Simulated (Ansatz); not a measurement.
**Ag under changes of volume**

One of the cells (17.048 Å³/atom); the others are scaled copies at fixed shape and fractional positions:

```
CELL_PARAMETERS angstrom
0.00000 2.04275 2.04275
2.04275 0.00000 2.04275
2.04275 2.04275 0.00000
ATOMIC_POSITIONS crystal
Ag 0.00000 0.00000 0.00000
```

| Item | Value |
| --- | --- |
| Program | Ansatz 0.2.0 |
| Functional | PBE |
| Potentials or basis | PseudoDojo standard (PBE files) |
| Cutoff | 1116 eV |
| Density cutoff | 4463 eV |
| k mesh | 11 × 11 × 11 |
| Occupations | fermi-dirac, width 0.05 eV |
| Spin | no spin polarisation |

```tsv
volume (Å³/atom)	energy over the lowest point (meV/atom)	pressure (GPa)
16.025	62.45	13.0
16.366	38.47	9.7
16.707	21.00	6.9
17.048	?	?
17.389	2.46	2.2
17.730	0.00	0.3
18.071	1.25	-1.3
```

**Question.** What does the run at 17.048 Å³/atom give?

**Answer.** Energy over the lowest point 9.24 meV/atom; pressure 4.4 GPa.

Worked out: A Birch-Murnaghan fit of order 3 (a polynomial in V^(-2/3)) to the other rows has its minimum at 17.78 Å³/atom with B0 = V·E''(V) = 90 GPa and B' = 6.4. It gives 9.26 meV/atom at 17.048 Å³/atom, against the run's 9.24, and -dE/dV = 4.3 GPa, against 4.4.

Energies are extrapolated to zero smearing.
